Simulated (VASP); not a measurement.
# InP (F-43m) in VASP: settings compared, part 2 of 2

VASP 6.6.1.

## (4) Relaxation of cell and atoms, RPBE

This run uses another cell than the first one, of 25.17 Å³/atom, 0.923 times its volume.

Input file INCAR:

```
SYSTEM = InP
ALGO     = Normal         ! electronic algorithm
EDIFF    = 1E-6           ! SCF threshold, eV
EDIFFG   = -0.02          ! ionic threshold
ENCUT    = 600            ! plane-wave cutoff, eV
GGA      = RP             ! functional
IBRION   = 2              ! ionic algorithm
ISIF     = 3              ! what is computed and relaxed
ISMEAR   = -1             ! smearing method
LASPH    = .TRUE.         ! aspherical terms in the spheres
LCHARG   = .FALSE.        ! write CHGCAR
LREAL    = .FALSE.        ! projectors in reciprocal space
LWAVE    = .FALSE.        ! write WAVECAR
NELM     = 80             ! most SCF steps
NSW      = 80             ! ionic steps
PREC     = Accurate       ! precision mode
SIGMA    = 0.05           ! smearing width, eV
```

Input file KPOINTS:

```
k-points
0
G
  8 8 8
  0 0 0
```

Input file POSCAR:

```
InP
1.0
    0.0000000000      2.9305000000      2.9305000000
    2.9305000000      0.0000000000      2.9305000000
    2.9305000000      2.9305000000      0.0000000000
In P
1 1
Direct
    0.0000000000      0.0000000000      0.0000000000
    0.7500000000      0.7500000000      0.7500000000
```

Potentials or basis: VASP PAW PBE potentials, release 64 (In_d, P).

Command:

```
> cat potpaw_PBE.64/In_d/POTCAR potpaw_PBE.64/P/POTCAR > POTCAR
> mpirun -np 1 vasp_std > vasp.out
```

OUTCAR:

```text
SYSTEM = InP
   EDIFF = 1E-6
   EDIFFG = -0.02
   ENCUT = 600
   GGA = RP
   IBRION = 2
   ISIF = 3
   ISMEAR = -1
   LASPH = .TRUE.
   LREAL = .FALSE.
   NELM = 80
   NSW = 80
   PREC = Accurate

 ion  position               nearest neighbor table
   1  0.000  0.000  0.000-   2 2.54   2 2.54   2 2.54   2 2.54
   2  0.750  0.750  0.750-   1 2.54   1 2.54   1 2.54   1 2.54

  LATTYP: Found a face centered cubic cell.
 ALAT       =     5.8610000000

  Lattice vectors:

 A1 = (   0.0000000000,   2.9305000000,   2.9305000000)
 A2 = (   2.9305000000,   0.0000000000,   2.9305000000)
 A3 = (   2.9305000000,   2.9305000000,   0.0000000000)

Analysis of symmetry for initial positions (statically):
=====================================================================
 Subroutine PRICEL returns:
 Original cell was already a primitive cell.

 Routine SETGRP: Setting up the symmetry group for a
 face centered cubic supercell.

 Subroutine GETGRP returns: Found 24 space group operations
 (whereof 24 operations were pure point group operations)
 out of a pool of 48 trial point group operations.

The static configuration has the point symmetry T_d .

Analysis of symmetry for dynamics (positions and initial velocities):
=====================================================================
 Subroutine PRICEL returns:
 Original cell was already a primitive cell.

 Routine SETGRP: Setting up the symmetry group for a
 face centered cubic supercell.

[... 187 lines left out ...]
--------------------------------------- Ionic step        2  -------------------------------------------

 number of electron      18.0000004 magnetization

 E-fermi :   4.2717     XC(G=0):  -8.5908

 val. band max:        4.1229159392   @ k =   0.0000   0.0000   0.0000
 cond. band min:       4.3417402877   @ k =   0.0000   0.0000   0.0000
 fundamental gap:      0.2188243485
 Fermi energy:         4.2716584786

 k-point     1 :       0.0000    0.0000    0.0000
  band No.  band energies     occupation
      1      -9.9076      2.00000
      2      -9.9076      2.00000
      3      -9.9076      2.00000
      4      -9.8069      2.00000
      5      -9.8069      2.00000
      6      -6.6411      2.00000
      7       4.1229      1.90285
      8       4.1229      1.90285
      9       4.1229      1.90285
     10       4.3417      0.39511
     11       8.2439      0.00000
     12       8.2439      0.00000
     13       8.2439      0.00000
[... 403 lines left out ...]
--------------------------------------- Ionic step        3  -------------------------------------------

 number of electron      18.0000002 magnetization

 Free energy of the ion-electron system (eV)
  ---------------------------------------------------
  ext. energy  EPLUGINS =         0.00000000
  ---------------------------------------------------
  free energy    TOTEN  =        -7.75301059 eV

  energy without entropy =       -7.75294614  energy(sigma->0) =       -7.75297836

 E-fermi :   4.7189     XC(G=0):  -8.7535

 val. band max:        4.4762695009   @ k =   0.0000   0.0000   0.0000
 cond. band min:       4.8932676850   @ k =   0.0000   0.0000   0.0000
 fundamental gap:      0.4169981841
 Fermi energy:         4.7189465315

 k-point     1 :       0.0000    0.0000    0.0000
  band No.  band energies     occupation
      1      -9.5986      2.00000
      2      -9.5986      2.00000
      3      -9.5986      2.00000
      4      -9.4839      2.00000
      5      -9.4839      2.00000
      6      -6.5033      2.00000
      7       4.4763      1.98452
      8       4.4763      1.98452
      9       4.4763      1.98452
     10       4.8933      0.05940
     11       8.6074      0.00000
     12       8.6074      0.00000
     13       8.6074      0.00000
[... 397 lines left out ...]
  FREE ENERGIE OF THE ION-ELECTRON SYSTEM (eV)
  ---------------------------------------------------
  free  energy   TOTEN  =        -7.7530105928 eV

  energy  without entropy=       -7.7529461369  energy(sigma->0) =       -7.75297836

 reached required accuracy - stopping structural energy minimisation
```

CONTCAR:

```text
InP
   1.00000000000000
     0.0000000000000000    3.0077188308743921    3.0077188308743921
     3.0077188308743921    0.0000000000000000    3.0077188308743921
     3.0077188308743921    3.0077188308743921   -0.0000000000000000
  In              P
     1     1
Direct
     0.0000000000000000    0.0000000000000000    0.0000000000000000
     0.7500000000000000    0.7500000000000000    0.7500000000000000

  0.00000000E+00  0.00000000E+00  0.00000000E+00
  0.00000000E+00  0.00000000E+00  0.00000000E+00
```

It took 32 s on 1 thread of Intel Xeon 6975P-C (Granite Rapids), shared host; peak memory 0.22 GiB.

Results:

```
Free energy                            : -7.7530 eV
Relaxed volume                         : 27.21 Å³/atom
Relaxed cell                           : a = 4.254 Å, b = 4.254 Å, c = 4.254 Å, α = 60.00°, β = 60.00°, γ = 60.00°
Space group after relaxing (to 0.05 Å) : F-43m (No. 216)
Energy gained by relaxing              : 30.4 meV/atom
Ionic steps                            : 3
Pressure after relaxing                : 0.0 GPa
Band gap on the k mesh                 : 0.42 eV, direct
```

The path:
```csv
step,energy change (eV),largest force (eV/Å),pressure (GPa),volume (Å³)
1,0.0000,0.0000,5.13,50.33
2,-0.0491,0.0000,-1.80,56.43
3,-0.0607,0.0000,0.01,54.42
```

Final structure:
```
In P
1.0
     0.00000    3.00772    3.00772
     3.00772    0.00000    3.00772
     3.00772    3.00772    0.00000
In P
1 1
Direct
  0.00000 0.00000 0.00000
  0.75000 0.75000 0.75000
```

Caveat: the PAW data sets were made with another functional, which shifts forces and pressure a little; spin-orbit coupling is left out, which moves the levels of the heavy elements. Zero-point motion and thermal expansion aren't in these numbers.

## (5) Single point, PBEsol, non-collinear spin, zero start, spin-orbit coupling

This run uses another cell than the first one, of 25.17 Å³/atom, 0.923 times its volume.

Input file INCAR:

```
PREC = Accurate
ENCUT = 520
EDIFF = 1E-6
ISMEAR = -1
SIGMA = 0.05
LREAL = F
LASPH = T
NELM = 150
ALGO = Normal
ISIF = 2
LWAVE = F
LCHARG = F
MAGMOM = 0 0 0 0 0 0
LORBIT = 11
LSORBIT = T
GGA_COMPAT = F
LORBMOM = T
GGA = PS
NBANDS = 30
```

Input file KPOINTS:

```
regular mesh
0
Gamma
  6 6 6
```

POSCAR is that of step 4.

Potentials or basis: VASP PAW PBE potentials, release 64 (In_d, P).

Command:

```
> cat potpaw_PBE.64/In_d/POTCAR potpaw_PBE.64/P/POTCAR > POTCAR
> mpirun -np 1 vasp_ncl > vasp.out
```

OUTCAR:

```text
PREC = Accurate
   ENCUT = 520
   EDIFF = 1E-6
   ISMEAR = -1
   LREAL = F
   LASPH = T
   NELM = 150
   ISIF = 2
   LORBIT = 11
   LSORBIT = T
   GGA = PS

 ion  position               nearest neighbor table
   1  0.000  0.000  0.000-   2 2.54   2 2.54   2 2.54   2 2.54
   2  0.750  0.750  0.750-   1 2.54   1 2.54   1 2.54   1 2.54

  LATTYP: Found a face centered cubic cell.
 ALAT       =     5.8610000000

  Lattice vectors:

 A1 = (   0.0000000000,   2.9305000000,   2.9305000000)
 A2 = (   2.9305000000,   0.0000000000,   2.9305000000)
 A3 = (   2.9305000000,   2.9305000000,   0.0000000000)

Analysis of symmetry for initial positions (statically):
=====================================================================
 Subroutine PRICEL returns:
 Original cell was already a primitive cell.

 Routine SETGRP: Setting up the symmetry group for a
 face centered cubic supercell.

[... 986 lines left out ...]
 l=   3
     0.0000000     0.0000000     0.0000000     0.0000000     0.0000000     0.0000000     0.0000000
     0.0000000     0.0000000     0.0000000     0.0000000     0.0000000     0.0000000     0.0000000
     0.0000000     0.0000000     0.0000000     0.0000000     0.0000000     0.0000000     0.0000000
     0.0000000     0.0000000     0.0000000     0.0000000     0.0000000     0.0000000     0.0000000
     0.0000000     0.0000000     0.0000000     0.0000000     0.0000000     0.0000000     0.0000000
     0.0000000     0.0000000     0.0000000     0.0000000     0.0000000     0.0000000     0.0000000
     0.0000000     0.0000000     0.0000000     0.0000000     0.0000000     0.0000000     0.0000000

 Ion:    2  E_soc:     -0.0010840
 l=   1
     0.0000000    -0.0001807    -0.0001807
    -0.0001807     0.0000000    -0.0001807
    -0.0001807    -0.0001807     0.0000000
 l=   2
     0.0000000     0.0000000     0.0000000     0.0000000     0.0000000
     0.0000000     0.0000000     0.0000000     0.0000000     0.0000000
     0.0000000     0.0000000     0.0000000     0.0000000     0.0000000
     0.0000000     0.0000000     0.0000000     0.0000000     0.0000000
     0.0000000     0.0000000     0.0000000     0.0000000     0.0000000
 l=   3
     0.0000000     0.0000000     0.0000000     0.0000000     0.0000000     0.0000000     0.0000000
     0.0000000     0.0000000     0.0000000     0.0000000     0.0000000     0.0000000     0.0000000
     0.0000000     0.0000000     0.0000000     0.0000000     0.0000000     0.0000000     0.0000000
     0.0000000     0.0000000     0.0000000     0.0000000     0.0000000     0.0000000     0.0000000
     0.0000000     0.0000000     0.0000000     0.0000000     0.0000000     0.0000000     0.0000000
     0.0000000     0.0000000     0.0000000     0.0000000     0.0000000     0.0000000     0.0000000
     0.0000000     0.0000000     0.0000000     0.0000000     0.0000000     0.0000000     0.0000000

 total charge

# of ion       s       p       d       tot
------------------------------------------
    1        0.828   0.778   9.901  11.506
    2        1.026   1.481   0.000   2.507
--------------------------------------------------
tot          1.853   2.259   9.901  14.013

 magnetization (x)

# of ion       s       p       d       tot
------------------------------------------
    1        0.000   0.000  -0.000  -0.000
    2       -0.000   0.000   0.000  -0.000
--------------------------------------------------
tot         -0.000   0.000  -0.000  -0.000

 magnetization (y)

# of ion       s       p       d       tot
------------------------------------------
    1       -0.000   0.000  -0.000  -0.000
    2        0.000   0.000   0.000   0.000
--------------------------------------------------
tot          0.000   0.000  -0.000   0.000

 magnetization (z)

# of ion       s       p       d       tot
------------------------------------------
    1       -0.000  -0.000   0.000  -0.000
    2        0.000   0.000   0.000   0.000
--------------------------------------------------
tot          0.000  -0.000   0.000   0.000
```

stdout:

```text
POSCAR found type information on POSCAR InP
 POSCAR found :  2 types and       2 ions
 scaLAPACK will be used
 -----------------------------------------------------------------------------
|                                                                             |
|                                                                             |
|     You enforced a specific xc type in the INCAR file but a different       |
|     I HOPE YOU KNOW WHAT YOU ARE DOING!                                     |
|                                                                             |
 -----------------------------------------------------------------------------

 LDA part: xc-table for (Slater+PW92), standard interpolation
 POSCAR, INCAR and KPOINTS ok, starting setup
 FFT: planning ... GRIDC
 FFT: planning ... GRID_SOFT
 FFT: planning ... GRID
 WAVECAR not read
 entering main loop
```

It took 42 s on 1 thread of Intel Xeon 6975P-C (Granite Rapids), shared host; peak memory 0.31 GiB.

What came out:

* Free energy: -9.1786 eV
* Pressure: 0.5 GPa
* Net moment: 0.00 μB per cell
* Valence electrons inside the program's atomic spheres: In 11.51; P 2.51

Moments on the atoms (μB; x, y, z):
```
In  0.00 0.00 0.00
P   0.00 0.00 0.00
```

Caveat: the PAW data sets were made with another functional, which shifts forces and pressure a little.

## (6) Summary

| task | level | spin | cell | k mesh | cutoff (eV) | gap on the mesh (eV) | pressure (GPa) | relaxed volume (Å³/atom) |
| --- | --- | --- | --- | --- | --- | --- | --- | --- |
| single point | RPBE | off | a = 4.256 Å, angles 60.0°, 2 atoms | 8 × 8 × 8 | 520 | 0.41 | -0.1 | - |
| relaxation of cell and atoms | PBE+D4 | off | relaxed from a = 4.144 Å, angles 60.0°, 2 atoms | 8 × 8 × 8 | 600 | 0.63 | 0.0 | 25.55 |
| relaxation of cell and atoms | RPBE | off | relaxed from a = 4.144 Å, angles 60.0°, 2 atoms | 8 × 8 × 8 | 600 | 0.42 | 0.0 | 27.21 |
| single point | PBEsol | non-collinear, zero start, SOC | a = 4.144 Å, angles 60.0°, 2 atoms | 6 × 6 × 6 | 520 | - | 0.5 | - |

Alike in all rows: potentials or basis VASP PAW PBE potentials, release 64 (In_d, P); smearing fermi-dirac 0.05 eV.

Caveats: the PAW data sets were made with another functional, which shifts forces and pressure a little (some runs); spin-orbit coupling is left out, which moves the levels of the heavy elements (some runs).

Total energies depend on the potentials used, so only differences within one code and one set of settings carry meaning.

## (7) How close it comes

Step 2. Measured gap of InP: 1.4236 eV (direct; 1.6 K; a printed reference work, data compilation). This calculation gives 0.41 eV (-1.02 eV). So large a miss can be the level of theory's own, or it may mean another phase, state or a wrong row. Spin-orbit coupling on In is left out. The value is that of RPBE, without temperature or zero-point motion. Semilocal functionals fall short of measured gaps as a rule.
